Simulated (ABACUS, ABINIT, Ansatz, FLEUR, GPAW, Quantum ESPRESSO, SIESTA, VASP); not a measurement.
# PbSe: 9 runs at one level of theory

```
Pb Se
1.0
     0.00000    3.06065    3.06065
     3.06065    0.00000    3.06065
     3.06065    3.06065    0.00000
Pb Se
1 1
Direct
  0.99775 0.99684 0.99940
  0.50309 0.50000 0.49270
```

Atoms were shifted at random by some hundredths of an Å from the given cell, which wasn't relaxed again for these runs.

Alike in all runs: task single point; functional PBE; k mesh 8 × 8 × 8; occupations fermi-dirac, width 0.05 eV; no spin polarisation; no spin-orbit coupling. Pressure is positive in compression and, in plane waves, holds the error of the finite cutoff, which Ansatz's Pulay term estimates and takes out.

| program and potentials | plane-wave cutoff (eV) | notes | band gap (eV) | pressure (GPa) | energy over the undisturbed cell (meV/atom) |
| --- | --- | --- | --- | --- | --- |
| Ansatz, Ansatz PAW (earlier soft set) | 420 | 15 valence electrons an atom on average; Pulay term of +0.02 GPa included | 0.30 | 2.43 | 0.11 |
| VASP, PBE PAW files Pb_d, Se, 520 eV | 520 | 10 valence electrons an atom on average | 0.29 | 2.41 | - |
| Quantum ESPRESSO, SSSP 1.3 efficiency PBE | 748 | 10 valence electrons an atom on average | 0.30 | 2.36 | 0.12 |
| ABINIT, JTH PAW PBE v2.0 | 599 | 10 valence electrons an atom on average | 0.29 | 2.45 | 0.11 |
| Ansatz, all-electron LAPW, scalar-relativistic | - | - | 0.29 | 2.43 | - |
| GPAW, GPAW PAW data sets (gpaw-data 1.2.1) | 600 | 10 valence electrons an atom on average | 0.25 | 2.22 | 0.08 |
| ABACUS, PseudoDojo NC SR 0.4.1 PBE standard, plane waves | 1184 | 15 valence electrons an atom on average | 0.30 | 2.41 | 0.12 |
| FLEUR, all-electron, FLAPW | - | - | 0.29 | - | 0.11 |
| SIESTA, files PseudoDojo sr-pbe-0.4.1-standard, DZP (energy shift 0.003 Ry; two zetas on semicore shells) | - | atomic basis; 15 valence electrons an atom on average | 0.36 | 3.80 | 0.23 |

The band gap spans 0.25 (GPAW, GPAW PAW data sets (gpaw-data 1.2.1)) to 0.36 eV (SIESTA, files PseudoDojo sr-pbe-0.4.1-standard, DZP (energy shift 0.003 Ry; two zetas on semicore shells)), with all-electron results at 0.29. The pressure spans 2.22 (GPAW, GPAW PAW data sets (gpaw-data 1.2.1)) to 3.80 GPa (SIESTA, files PseudoDojo sr-pbe-0.4.1-standard, DZP (energy shift 0.003 Ry; two zetas on semicore shells)), with all-electron results at 2.43. Spin-orbit coupling, left out here, moves the band edges of heavy atoms. Rows in atomic bases carry the error of their basis and grid, which can be large.

Differences between rows come from potentials, basis sets and numerical settings, since the functional is the same but for its coding. Runs on potential files found faulty are left out.

Most runs agree closely with the all-electron gap of 0.29 eV and pressure of 2.43 GPa. GPAW lies low and SIESTA high in all three quantities. ABACUS, with the same pseudopotential family as SIESTA, stays near the all-electron values, so SIESTA's offset probably comes from its atomic basis or grid.

The gap separates Se 4p states, pushed up by the Pb 6s lone pair, from a mainly Pb 6p conduction band. Its closeness to the measured narrow gap is probably fortuitous: spin-orbit splitting of Pb 6p would lower the conduction edge, while PBE tends to make gaps too small. The positive pressure means that the cell is smaller than PBE prefers, in keeping with the functional's usual underbinding of heavy chalcogenides.

The small energy cost of the displacement fits the soft transverse optical mode of PbSe, in which Pb and Se move against each other and their half-filled p-bonds resist only weakly. Its positive sign shows no instability along this one displacement, but doesn't establish stability against distortions with longer periods.
